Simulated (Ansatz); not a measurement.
Ba, DFT, PBE, all-electron LAPW, scalar-relativistic (Ansatz 0.2.0), run on 1 thread of Arm Neoverse V1 on a shared host.

The structure comes from a relaxation in the same program, started in the sc type. Whether it is a known phase or the ground state wasn't checked. The listed cell was then made from it by scaling, straining or moving an atom.

Command: `ansatz run input.yaml --threads 1 --pin off --max-ram 2048MiB --backend cpu --events-out ev --progress --plain --runs-dir out`

```yaml
crystal:
  lattice:
    - [4.0149363295, 0.0, 0.0]
    - [0.0, 4.0149363295, 0.0]
    - [0.0, 0.0, 4.0149363295]
  atoms:
    - { symbol: Ba, position: [0.0, 0.0, 0.0] }
kpoints:
  mp_grid: { grid: [13, 13, 13] }
scf:
  occupations: { method: fermi_dirac, width: 0.05 }
hamiltonian:
  xc: pbe
  pseudopotentials: { kind: all_electron, lapw: { basis_error: 0.00025 } }
output:
  forces: true
  stress: true
  eigenvalues: true
```

Task: How large is the problem that the program sets up?

Result: 84 irreducible k-points, 171 plane waves at Γ, 17 bands.

Task: About how long does it take, and how much memory does it use?

Result: 9 s of wall time for 8 SCF iterations, with a peak of 0.28 GiB. Times on shared machines scatter by tens of per cent.

Task: And the same cell and mesh by frozen-core PAW, asked for forces, stress, eigenvalues, efg, on the same hardware?

Result: 5.5 s, peak memory 0.38 GiB.

Task: And the same cell and mesh by crystal-made all-electron datasets, asked for forces, stress, eigenvalues, efg, on the same hardware?

Result: 6 s, peak memory 0.37 GiB.
